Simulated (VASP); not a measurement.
Wanted: the native input for a VASP 6.6.1 run.

```yaml
Task: single point
Functional: RPBE
Potentials_or_basis: VASP PAW PBE potentials, release 64 (Li)
Cutoff: 500 eV
k_mesh: 10 × 10 × 10
Occupations: gaussian, width 0.05 eV
Spin: no spin polarisation
Further_INCAR_settings: ALGO = Normal; EDIFF = 1e-06; NBANDS = 8
```

The structure of Li lies in POSCAR:

```
Li
1.0
    1.5505000000      0.8951815924      7.5883000000
   -1.5505000000      0.8951815924      7.5883000000
    0.0000000000     -1.7903631848      7.5883000000
Li
3
Cartesian
    0.0000000000      0.0000000000     17.7110922000
    0.0000000000      0.0000000000      5.0538078000
    0.0000000000      0.0000000000      0.0000000000
```

This isn't the form of Li at room conditions, which is bcc.

The input as run:

INCAR

```
SYSTEM = Li
  PREC = Accurate
  ENCUT = 500
  EDIFF = 1E-6
  ISMEAR = 0
  SIGMA = 0.05
  LREAL = .False.
  LASPH = .True.
  NELM = 100
  ALGO = Normal
  ISIF = 2
  LWAVE = .False.
  LCHARG = .False.
  GGA = RP
  NBANDS = 8
```

KPOINTS

```
regular mesh
0
Gamma
  10 10 10
  0 0 0
```

Potentials or basis: VASP PAW PBE potentials, release 64 (Li).

Launch:

```bash
$ cat potpaw_PBE.64/Li/POTCAR > POTCAR
$ mpirun -np 1 vasp_std > vasp.out
```

Results of the run:

| Property | Result |
| --- | --- |
| Pressure | 0.0 GPa |
| Largest force | 0.009 eV/Å |
| Band gap on the k mesh | none (metal or under the smearing width) |

Caveat: the PAW data sets were made with another functional, which shifts forces and pressure a little.

Wall time 2.6 min on 1 thread of AMD EPYC 9R45 (Zen 5), on a shared host, peak memory 0.4 GiB.
